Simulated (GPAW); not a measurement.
Input of a GPAW 26.7.0 run:

Contents of run.py:

```python
from ase.dft.bandgap import bandgap
from ase.io import read, write
from ase.units import Bohr, GPa
from gpaw import GPAW, PW
from gpaw.elf import elf_from_dft_calculation

atoms = read('HfN.xyz')

calc = GPAW(mode=PW(800),
            xc='PBE',
            kpts={'size': (9, 9, 9), 'gamma': True},
            occupations={'name': 'methfessel-paxton', 'order': 0, 'width': 0.1},
            nbands=19,
            convergence={'density': 1e-05, 'energy': 1e-05},
            maxiter=150,
            txt='gpaw.txt')
atoms.calc = calc
energy = atoms.get_potential_energy()
forces = atoms.get_forces()
stress = atoms.get_stress()
calc.write('gs.gpw')
write('result.traj', atoms)
print(f'Energy: {energy:.6f} eV')
print('Forces (eV/A):')
print(forces.round(4))
print('Stress (GPa):', (stress / GPa).round(3))
print('Fermi level:', round(calc.get_fermi_level(), 4), 'eV')
print(f'Gap: {bandgap(calc)[0]:.4f} eV, direct: {bandgap(calc, direct=True)[0]:.4f} eV')

# fields on the real-space grid
write('density.cube', atoms, data=calc.get_pseudo_density() * Bohr**3)
write('potential.cube', atoms, data=calc.get_electrostatic_potential())
write('elf.cube', atoms, data=elf_from_dft_calculation(calc).data)
```

HfN.xyz

```xyz
2
Lattice="0.0000000000 2.4548220000 2.4548220000 2.4548220000 0.0000000000 2.4548220000 2.4548220000 2.4548220000 0.0000000000" Properties=species:S:1:pos:R:3 pbc="T T T"
Hf     0.0000000000      0.0000000000      0.0000000000
N      1.2274110000      1.2274110000      1.2274110000
```

Potentials or basis: GPAW PAW data sets (gpaw-data 1.2.1), pw.

Command:

```bash
$ OMP_NUM_THREADS=1 python run.py
```

Task: What does it give for the band gap on the k mesh?

Result: None (metal or under the smearing width).

Task: Predict the pressure.

Result: 1.5 GPa.

Spin-orbit coupling is left out, which matters for the levels of Hf.
